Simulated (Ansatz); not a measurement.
# Simulated XPS, UPS and emission spectra of ZrO2, part 2 of 2

Wanted: projected DOS of ZrO2, weighted into photoemission and X-ray emission spectra, at several levels of theory.

Ansatz 0.2.0; DFT, r2SCAN, plane-wave PAW, default files, scalar-relativistic (the session's first sound run).

So far. Step 2 (Self-consistent run, DOS and bands): At this level the gap is 4.40 eV on the path.

**4. With LDA**

This step: DFT, LDA, plane-wave PAW, default files, scalar-relativistic (Ansatz 0.2.0).

The run is repeated with LDA on the same cell, to see how much the levels hang on the functional.

File input.yaml:

```yaml
crystal:
  lattice:
    - [5.26, 0.0, 0.0]
    - [0.0, 5.068, 0.0]
    - [0.0, 0.0, 5.077]
  atoms:
    - { symbol: Zr, position: [0.53, 0.733, 0.25] }
    - { symbol: Zr, position: [0.47, 0.267, 0.75] }
    - { symbol: Zr, position: [0.03, 0.267, 0.25] }
    - { symbol: Zr, position: [0.97, 0.733, 0.75] }
    - { symbol: O, position: [0.729, 0.463, 0.5] }
    - { symbol: O, position: [0.271, 0.537, 0.0] }
    - { symbol: O, position: [0.229, 0.537, 0.5] }
    - { symbol: O, position: [0.771, 0.463, 0.0] }
    - { symbol: O, position: [0.861, 0.932, 0.394] }
    - { symbol: O, position: [0.139, 0.068, 0.894] }
    - { symbol: O, position: [0.361, 0.068, 0.394] }
    - { symbol: O, position: [0.639, 0.932, 0.894] }
kpoints:
  mp_grid: { grid: [4, 6, 6] }
  band_path:
    path:
      - [0.0, 0.0, 0.0]
      - [0.5, 0.0, 0.0]
      - [0.5, 0.5, 0.0]
      - [0.0, 0.5, 0.0]
      - [0.0, 0.0, 0.0]
      - [0.0, 0.0, 0.5]
      - [0.5, 0.0, 0.5]
      - [0.5, 0.5, 0.5]
      - [0.0, 0.5, 0.5]
      - [0.0, 0.0, 0.5]
    npoints: 10
scf:
  occupations: { method: fermi_dirac, width: 0.02 }
  n_extra_bands: 28
hamiltonian:
  xc: lda
  pseudopotentials: { kind: paw }
output:
  forces: true
  stress: true
  dos:
    projected: true
    de: 0.05
    e_range: [-28, 12]
    nscf_kmesh: { grid: [8, 8, 8] }
  fatbands: true
```

On the command line:

```console
$ ansatz run input.yaml --threads 4 --pin off --max-ram 12288MiB --backend cpu --events-out ev --progress --plain --runs-dir out
```

Run time: 40 s. Hardware: 4 threads of Intel Xeon Platinum 8488C (Sapphire Rapids), shared host; peak memory 1 GiB; 2.6 min of CPU time.

This step gave:

* free energy: -20774.3341 eV
* Fermi energy: 12.80 eV
* pressure: -6.388 GPa
* gap on the k-mesh: 3.776 eV
* share of occupied states in no projected shell: 0.0043 of the occupied states in the window
* gap on the path: 3.782 eV
* least direct gap on the path: 3.903 eV

Electronic bands along the path, in eV, zero at the valence-band maximum; v1 is the highest filled band, c1 the lowest empty one:

| point | v4 | v3 | v2 | v1 | c1 | c2 | c3 | c4 |
| --- | --- | --- | --- | --- | --- | --- | --- | --- |
| Γ | -0.80 | -0.30 | -0.14 | 0.00 | 4.30 | 4.33 | 4.55 | 4.87 |
| halfway | -0.71 | -0.55 | -0.38 | -0.28 | 4.37 | 4.41 | 4.69 | 4.85 |
| X | -0.69 | -0.69 | -0.45 | -0.45 | 4.46 | 4.46 | 4.86 | 4.86 |
| halfway | -0.68 | -0.68 | -0.51 | -0.51 | 4.25 | 4.25 | 4.65 | 4.65 |
| S | -0.76 | -0.76 | -0.50 | -0.50 | 4.12 | 4.12 | 4.38 | 4.38 |
| halfway | -0.77 | -0.72 | -0.44 | -0.23 | 3.92 | 4.22 | 4.23 | 4.75 |
| Y | -0.76 | -0.42 | -0.19 | -0.13 | 3.78 | 4.22 | 4.34 | 4.84 |
| halfway | -0.78 | -0.62 | -0.22 | -0.07 | 4.07 | 4.42 | 4.53 | 4.56 |
| Γ | -0.80 | -0.30 | -0.14 | 0.00 | 4.30 | 4.33 | 4.55 | 4.87 |
| halfway | -0.80 | -0.35 | -0.22 | -0.14 | 4.06 | 4.31 | 4.41 | 4.71 |
| Z | -0.40 | -0.40 | -0.27 | -0.27 | 3.95 | 3.95 | 4.45 | 4.45 |
| halfway | -0.50 | -0.50 | -0.46 | -0.46 | 4.08 | 4.08 | 4.59 | 4.59 |
| U | -0.73 | -0.73 | -0.73 | -0.73 | 4.42 | 4.42 | 4.42 | 4.42 |
| halfway | -0.86 | -0.86 | -0.59 | -0.59 | 4.03 | 4.03 | 4.45 | 4.45 |
| R | -0.85 | -0.85 | -0.85 | -0.85 | 3.97 | 3.97 | 3.97 | 3.97 |
| halfway | -0.92 | -0.92 | -0.54 | -0.54 | 3.83 | 3.83 | 4.13 | 4.13 |
| T | -0.96 | -0.96 | -0.39 | -0.39 | 3.87 | 3.87 | 4.17 | 4.17 |
| halfway | -0.71 | -0.71 | -0.29 | -0.29 | 3.84 | 3.84 | 4.39 | 4.39 |
| Z | -0.40 | -0.40 | -0.27 | -0.27 | 3.95 | 3.95 | 4.45 | 4.45 |

Of the projections kept (Zr s, Zr d, O s, O p, not projected), the largest for each band there; the rest of the weight can lie on other orbitals:

```
point        v4        v3        v2        v1         c1         c2         c3         c4
    Γ  O p 0.87  O p 0.97  O p 0.96  O p 0.98  Zr d 0.96  Zr d 0.82  Zr d 0.90  Zr d 0.97
    X  O p 0.91  O p 0.91  O p 0.96  O p 0.96  Zr d 0.88  Zr d 0.88  Zr d 0.81  Zr d 0.81
    S  O p 0.92  O p 0.92  O p 0.93  O p 0.93  Zr d 0.80  Zr d 0.80  Zr d 0.87  Zr d 0.87
    Y  O p 0.96  O p 0.95  O p 0.97  O p 0.95  Zr d 0.96  Zr d 0.84  Zr d 0.84  Zr d 0.76
    Γ  O p 0.87  O p 0.97  O p 0.96  O p 0.98  Zr d 0.96  Zr d 0.82  Zr d 0.90  Zr d 0.97
    Z  O p 0.95  O p 0.95  O p 0.94  O p 0.94  Zr d 0.87  Zr d 0.87  Zr d 0.93  Zr d 0.93
```

The DOS has structure finer than the step of the table below, so its rows give means over 1 eV, whole bins alone (the curve runs from -26.1 to 12.9 eV). Peaks (eV: height): total -26.0: 35.1, -25.4: 66.2, -16.2: 17.7, -15.4: 23.0; O 2p -2.3: 10.4, -1.9: 11.4, -1.4: 12.2, -0.8: 12.7; Zr 4d 4.4: 9.30, 5.5: 10.1, 5.8: 6.60, 7.5: 6.99; Zr 5s -16.7: 0.805, -15.6: 0.756, 10.6: 1.17, 11.3: 0.986; Zr 5p -16.2: 0.569, -15.4: 1.36, -1.4: 0.170.

The DOS by E, zero at the valence-band maximum; means over each step; values in states/eV/cell:

| E (eV) | total | O 2p | Zr 4d | Zr 5s | Zr 5p | O 2s | Zr 4p |
| --- | --- | --- | --- | --- | --- | --- | --- |
| -25 | 8.85 | 0.218 | 0.0153 | 0.00631 | 0 | 0.0266 | 8.58 |
| -24 | 0 | 0 | 0 | 0 | 0 | 0 | 0 |
| -23 | 0 | 0 | 0 | 0 | 0 | 0 | 0 |
| -22 | 0 | 0 | 0 | 0 | 0 | 0 | 0 |
| -21 | 0 | 0 | 0 | 0 | 0 | 0 | 0 |
| -20 | 0 | 0 | 0 | 0 | 0 | 0 | 0 |
| -19 | 0 | 0 | 0 | 0 | 0 | 0 | 0 |
| -18 | 0.00311 | 0 | 0 | 0.00116 | 3.3e-5 | 0.00191 | 0 |
| -17 | 2.36 | 0.0112 | 0.146 | 0.462 | 0.0946 | 1.65 | 0 |
| -16 | 9.50 | 0.0256 | 1.13 | 0.365 | 0.416 | 7.55 | 0 |
| -15 | 4.13 | 0.00884 | 0.332 | 0.0529 | 0.254 | 3.47 | 0 |
| -14 | 0 | 0 | 0 | 0 | 0 | 0 | 0 |
| -13 | 0 | 0 | 0 | 0 | 0 | 0 | 0 |
| -12 | 0 | 0 | 0 | 0 | 0 | 0 | 0 |
| -11 | 0 | 0 | 0 | 0 | 0 | 0 | 0 |
| -10 | 0 | 0 | 0 | 0 | 0 | 0 | 0 |
| -9 | 0 | 0 | 0 | 0 | 0 | 0 | 0 |
| -8 | 0 | 0 | 0 | 0 | 0 | 0 | 0 |
| -7 | 0 | 0 | 0 | 0 | 0 | 0 | 0 |
| -6 | 0 | 0 | 0 | 0 | 0 | 0 | 0 |
| -5 | 4.59 | 3.11 | 1.24 | 0.158 | 0.0463 | 0.0231 | 0 |
| -4 | 10.1 | 7.14 | 2.55 | 0.213 | 0.115 | 0.0698 | 0 |
| -3 | 8.75 | 6.88 | 1.35 | 0.225 | 0.107 | 0.109 | 0 |
| -2 | 10.3 | 8.69 | 1.22 | 0.116 | 0.119 | 0.0967 | 0 |
| -1 | 11.2 | 10.1 | 0.754 | 0.0559 | 0.111 | 0.0647 | 0 |
| 0 | 3.03 | 2.87 | 0.0997 | 0.00673 | 0.0145 | 0.0103 | 0 |
| 1 | 0 | 0 | 0 | 0 | 0 | 0 | 0 |
| 2 | 0 | 0 | 0 | 0 | 0 | 0 | 0 |
| 3 | 0 | 0 | 0 | 0 | 0 | 0 | 0 |
| 4 | 5.81 | 0.577 | 5.04 | 0.0419 | 0.00543 | 0.0551 | 0 |
| 5 | 8.96 | 1.20 | 7.27 | 0.0857 | 0.00939 | 0.177 | 0 |
| 6 | 6.77 | 0.914 | 5.16 | 0.0701 | 0.00935 | 0.390 | 0 |
| 7 | 5.89 | 1.01 | 3.97 | 0.213 | 0.00969 | 0.447 | 0 |
| 8 | 6.34 | 1.23 | 4.01 | 0.311 | 0.0119 | 0.503 | 0 |
| 9 | 6.70 | 1.76 | 4.01 | 0.339 | 0.00970 | 0.248 | 0 |
| 10 | 2.07 | 0.396 | 0.577 | 0.714 | 0.00361 | 0.112 | 0 |
| 11 | 2.53 | 0.215 | 0.182 | 0.936 | 0.00212 | 0.0727 | 0 |
| 12 | 2.41 | 0.108 | 0.0842 | 0.513 | 0.00103 | 0.0210 | 0 |

The two runs compared:

```csv
quantity,this run,base run,difference
gap on the path (eV),3.7817,4.3993,-0.618
least direct gap on the path (eV),3.9033,4.5167,-0.613
gap on the k-mesh (eV),3.7756,4.3953,-0.620
```

The two runs differ clearly in the gap on the k-mesh: 3.78 eV against 4.40 eV.

At this level the gap is 3.78 eV on the path.

**5. With PBEsol**

This step: DFT, PBEsol, plane-wave PAW, default files, scalar-relativistic (Ansatz 0.2.0).

The run is repeated with PBEsol on the same cell, to see how much the levels hang on the functional.

input.yaml, as its differences from that of step 4:

```diff
@@ -37,3 +37,3 @@
 hamiltonian:
-  xc: lda
+  xc: pbesol
   pseudopotentials: { kind: paw }
```

It took 40 s on 4 threads; peak memory 1 GiB.

Numbers from this step:

```yaml
free_energy: -21022.8595 eV
fermi_energy: 13.04 eV
pressure: -0.9313 GPa
gap_on_the_k_mesh: 3.817 eV
gap_on_the_path: 3.820 eV
least_direct_gap_on_the_path: 3.940 eV
```

The electronic bands at the labelled points (eV, zero at the valence-band maximum; v1 is the highest filled band, c1 the lowest empty one):

```csv
point,v4,v3,v2,v1,c1,c2,c3,c4
Γ,-0.80,-0.30,-0.14,0.00,4.34,4.37,4.58,4.90
halfway,-0.71,-0.55,-0.37,-0.28,4.41,4.45,4.72,4.89
X,-0.69,-0.69,-0.45,-0.45,4.50,4.50,4.89,4.89
halfway,-0.68,-0.68,-0.51,-0.51,4.29,4.29,4.68,4.68
S,-0.76,-0.76,-0.50,-0.50,4.16,4.16,4.41,4.41
halfway,-0.77,-0.72,-0.43,-0.23,3.96,4.25,4.26,4.79
Y,-0.76,-0.42,-0.19,-0.13,3.82,4.26,4.38,4.87
halfway,-0.77,-0.61,-0.21,-0.07,4.11,4.46,4.56,4.60
Γ,-0.80,-0.30,-0.14,0.00,4.34,4.37,4.58,4.90
halfway,-0.79,-0.35,-0.22,-0.14,4.10,4.35,4.45,4.74
Z,-0.39,-0.39,-0.27,-0.27,3.99,3.99,4.48,4.48
halfway,-0.50,-0.50,-0.46,-0.46,4.12,4.12,4.63,4.63
U,-0.73,-0.73,-0.73,-0.73,4.46,4.46,4.46,4.46
halfway,-0.86,-0.86,-0.59,-0.59,4.07,4.07,4.49,4.49
R,-0.85,-0.85,-0.85,-0.85,4.01,4.01,4.01,4.01
halfway,-0.92,-0.92,-0.53,-0.53,3.87,3.87,4.17,4.17
T,-0.96,-0.96,-0.39,-0.39,3.91,3.91,4.21,4.21
halfway,-0.70,-0.70,-0.29,-0.29,3.88,3.88,4.43,4.43
Z,-0.39,-0.39,-0.27,-0.27,3.99,3.99,4.48,4.48
```

Of the projections kept (Zr s, Zr d, O s, O p, not projected), the largest for each band there; the rest of the weight can lie on other orbitals:

```csv
point,v4,v3,v2,v1,c1,c2,c3,c4
Γ,O p 0.87,O p 0.97,O p 0.96,O p 0.98,Zr d 0.96,Zr d 0.82,Zr d 0.91,Zr d 0.97
X,O p 0.91,O p 0.91,O p 0.96,O p 0.96,Zr d 0.88,Zr d 0.88,Zr d 0.81,Zr d 0.81
S,O p 0.92,O p 0.92,O p 0.93,O p 0.93,Zr d 0.80,Zr d 0.80,Zr d 0.87,Zr d 0.87
Y,O p 0.96,O p 0.95,O p 0.97,O p 0.95,Zr d 0.96,Zr d 0.84,Zr d 0.85,Zr d 0.76
Γ,O p 0.87,O p 0.97,O p 0.96,O p 0.98,Zr d 0.96,Zr d 0.82,Zr d 0.91,Zr d 0.97
Z,O p 0.95,O p 0.95,O p 0.94,O p 0.94,Zr d 0.87,Zr d 0.87,Zr d 0.93,Zr d 0.93
```

Maxima picked by a test of local sharpness, so broad peaks and shoulders can be missing; peaks within 0.45 eV of a curve's cut are left out. Valence peaks, by row:

```csv
photon energy (eV),binding energy (eV),height (% of the maximum within 13 eV),main shell,its share (%)
21.2,4.313,99.96,O 2p,60.5
21.2,1.463,100,O 2p,84.52
21.2,0.8627,95.2,O 2p,88.96
100,15.76,70.91,O 2s,99.08
100,4.263,72.19,O 2p,98
100,1.413,99.91,O 2p,98.79
100,0.8127,100,O 2p,99.12
1254,15.81,402.8,O 2s,92.57
1254,4.313,100,Zr 4d,74.74
1254,2.113,67.6,Zr 4d,54.09
1487,15.81,437.7,O 2s,92.65
1487,4.313,100,Zr 4d,75.38
1487,2.113,66.77,Zr 4d,55.23
5415,15.81,896.5,O 2s,92.85
5415,4.313,100,Zr 4d,58.3
```

Spectra as before, but with a recipe of its own (widths, and in some runs the light), which changes peak heights and what is resolved: Gaussian 0.35 eV, Lorentzian 0.2 eV plus 0.03 times the binding energy, linear light, analyser at 10°, Fermi edge at 300 K; some photon energies differ too.

Side by side:

```
                         quantity  this run  base run  difference
             gap on the path (eV)    3.8202    4.3993      -0.579
least direct gap on the path (eV)    3.9401    4.5167      -0.577
           gap on the k-mesh (eV)    3.8170    4.3953      -0.578
```

One result that differs is the gap on the path, 3.82 eV against 4.40 eV.

At this level the gap is 3.82 eV on the path.

**6. Other settings: scf.convergence.dr2_threshold = 1e-06**

This step: DFT, r2SCAN, plane-wave PAW, default files, scalar-relativistic; changed: scf.convergence.dr2_threshold = 1e-06 (Ansatz 0.2.0).

Some settings are changed to see whether the read-outs move.

input.yaml, as its differences from that of step 5:

```diff
@@ -20,15 +20,2 @@
   mp_grid: { grid: [4, 6, 6] }
-  band_path:
-    path:
-      - [0.0, 0.0, 0.0]
-      - [0.5, 0.0, 0.0]
-      - [0.5, 0.5, 0.0]
-      - [0.0, 0.5, 0.0]
-      - [0.0, 0.0, 0.0]
-      - [0.0, 0.0, 0.5]
-      - [0.5, 0.0, 0.5]
-      - [0.5, 0.5, 0.5]
-      - [0.0, 0.5, 0.5]
-      - [0.0, 0.0, 0.5]
-    npoints: 10
 scf:
@@ -36,4 +23,5 @@
   n_extra_bands: 28
+  convergence: { dr2_threshold: 1.0e-06 }
 hamiltonian:
-  xc: pbesol
+  xc: r2scan
   pseudopotentials: { kind: paw }
@@ -47,2 +35 @@
     nscf_kmesh: { grid: [8, 8, 8] }
-  fatbands: true
```

It took 43 s on 4 threads; peak memory 1.4 GiB.

A gap read on the k-mesh alone can miss the band edges.

Numbers from this step:

* free energy: -21352.6848 eV
* Fermi energy: 13.14 eV
* pressure: 2.532 GPa
* gap on the k-mesh: 4.395 eV
* share of occupied states in no projected shell: 0.006 of the occupied states in the window

Side by side:

```
              quantity  this run  base run  difference
gap on the k-mesh (eV)    4.3951    4.3953     -1.7e-4
```

The gap on the k-mesh moves by 0.00 eV at most against the base run, and the converged energy is the same to the last digits.

**7. Summary of results**

```
least gap on the mesh and the path                           : 4.40 eV
strongest listed peak within 13 eV of the zero, at 1486.7 eV : 4.3 eV binding, mostly Zr 4d
strongest listed peak within 13 eV of the zero, at 21.2 eV   : 4.3 eV binding, mostly O 2p
Zr 4d centre of the filled part                              : -5.80 eV (2.1 states an atom)
r²SCAN (64 s on 4 threads)                                   : gap 4.40 eV, highest Al Kα peak within 13 eV at 4.3 eV (Zr 4d)
spin–orbit (8.1 min on 4 threads)                            : gap 4.39 eV, highest Al Kα peak within 13 eV at 4.3 eV (Zr 4d)
LDA (40 s on 4 threads)                                      : gap 3.78 eV, highest Al Kα peak within 13 eV at 4.3 eV (Zr 4d)
PBEsol (40 s on 4 threads)                                   : gap 3.82 eV, highest Al Kα peak within 13 eV at 4.3 eV (Zr 4d)
other settings (43 s on 4 threads)                           : gap 4.40 eV, highest Al Kα peak within 13 eV at 4.3 eV (Zr 4d)
```

What this shows: ZrO2 is an insulator or semiconductor at the base level (gap 4.40 eV), and its valence spectrum changes with photon energy as the shells' cross sections do. At 21.2 eV the valence spectrum has its highest listed peaks within 10.8 eV at 0.8 eV (O 2p), 1.5 eV (O 2p), 1.9 eV (O 2p), 2.7 eV (O 2p) and 4.3 eV (O 2p). At 1486.7 eV the valence spectrum has its highest listed peaks within 13 eV at 2.1 eV (Zr 4d), 2.8 eV (Zr 4d) and 4.3 eV (Zr 4d), and the deeper O 2s line at 16.9 eV is higher still. The shell named is the one with most of the intensity, cross sections included, not always the one with most states there. In the main run, from 1486.7 eV towards hard X-rays the O 2s share grows by 14 points, as its cross section falls more slowly with photon energy than those of the shells it gains on. With spin-orbit coupling on, the gap on the path stays within 0.02 eV. With LDA, the gap on the path moves from 4.40 to 3.78 eV. With PBEsol, the gap on the path moves from 4.40 to 3.82 eV. At 21.2 eV the area is led by O 2p (74 %), at 5950 eV by O 2s (75 %), a shell that the model's window at 21.2 eV leaves out. These are Kohn–Sham levels; self-energy shifts and satellites are missing. Each run has its own recipe for the spectra (widths, photon energies, in some runs the light), so peak heights and places can differ between runs for that reason too. Semilocal Kohn–Sham gaps are too small as a rule.

[Logs are printed without paths, hosts, clocks, repeated set-up lines and the standing remarks that a program may print on its own settings, such as how far it seeks lower states.]

[Hosts, paths, dates, database ids (printed as entryN), source tags and the programs' standing remarks are cut or masked in the printed files.]

[Maps of the electrostatic potential energy from Ansatz leave out the sawtooth potential of an applied field or a dipole correction, so their vacuum need not be flat; work functions include it.]

[Peak lists hold at most the 14 tallest peaks of each spectrum; further lines can be left out.]
